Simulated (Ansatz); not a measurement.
## Straining TiO2

Level of theory: DFT r2SCAN+U, scalar-relativistic, plane waves, PAW (Ansatz 0.2.0). Settings: 500 eV cutoff, 6×6×8 k-mesh, Gaussian smearing of 0.02 eV, no spin polarisation, U_eff Ti 4.0 eV on d shells.

The relaxed crystal:

```
Ti O
1.0
     4.59734    0.00000    0.00000
     0.00000    4.59734    0.00000
     0.00000    0.00000    2.99318
Ti O
2 4
Direct
  0.50000 0.50000 0.00000
  0.00000 0.00000 0.50000
  0.69483 0.69483 0.50000
  0.80517 0.19483 0.00000
  0.19483 0.80517 0.00000
  0.30517 0.30517 0.50000
```

Deformation: all cell vectors scaled alike, the atoms relaxed, all within the symmetry that the strain leaves. Energies are extrapolated to zero smearing. Gaps are generalised Kohn–Sham gaps over the whole zone.

```tsv
strain (%)	ΔE (meV/atom)	a (Å)	b (Å)	c (Å)	gap (eV)
-4.5	165.9	4.390	4.390	2.858	2.99
-3.0	70.0	4.459	4.459	2.903	2.89
-1.5	16.6	4.528	4.528	2.948	2.79
+0.0	0.0	4.597	4.597	2.993	2.70
+1.5	15.0	4.666	4.666	3.038	2.62
+3.0	56.9	4.735	4.735	3.083	2.54
+4.5	121.4	4.804	4.804	3.128	2.48
```

Task: What stiffness (1/V) d²E/dε² at zero strain does a cubic fit over all points give?

Result: A cubic fit gives (1/V) d²E/dε² = 2157 GPa at zero strain (nine times the bulk modulus at fixed shape).

Task: How fast does the gap move with strain on either side?

Result: -61 meV per percent on the compressed side and -55 meV per percent on the stretched side; it is indirect at -1.5 %, indirect at zero and indirect at +1.5 %.